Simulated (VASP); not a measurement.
Runs of VASP 6.6.1 on WS2 (Tungstenite). Symmetry: P6_3/mmc, No. 194, hexagonal system. Conventional cell: a = 3.180 Å, b = 3.180 Å, c = 12.500 Å, α = 90.00°, β = 90.00°, γ = 120.00°. Around W (site symmetry -6m2) lie 6 S at 2.41 Å. Around S (site symmetry 3m) lie 3 W at 2.41 Å. 

| level | potentials or basis | gap on the mesh (eV) |
| --- | --- | --- |
| PBE | VASP PAW PBE potentials, release 64 (W_sv, S) | (a) |
| r2SCAN | VASP PAW PBE potentials, release 64 (W_sv, S) | 1.24 |
| TB-mBJ | VASP PAW PBE potentials, release 64 (W_sv, S) | (b) |
| PBEsol | VASP PAW PBE potentials, release 64 (W_sv, S) | 1.09 |
| LDA | VASP PAW LDA potentials, release 64 (W_sv, S) | 1.05 |

Alike in all rows: task band structure; no spin polarisation; cell as given; k mesh 10 × 10 × 4; cutoff (eV) 520; smearing gaussian 0.02 eV.

Task: Estimate the missing entries.

Result: (a) 1.14; (b) 1.38.

Caveats: spin-orbit coupling is left out, which moves the levels of the heavy elements; the mesh misses the band edges, which the band path finds closer together (some runs).

A k mesh can miss the band edges, and the runs leave out spin-orbit coupling on W.
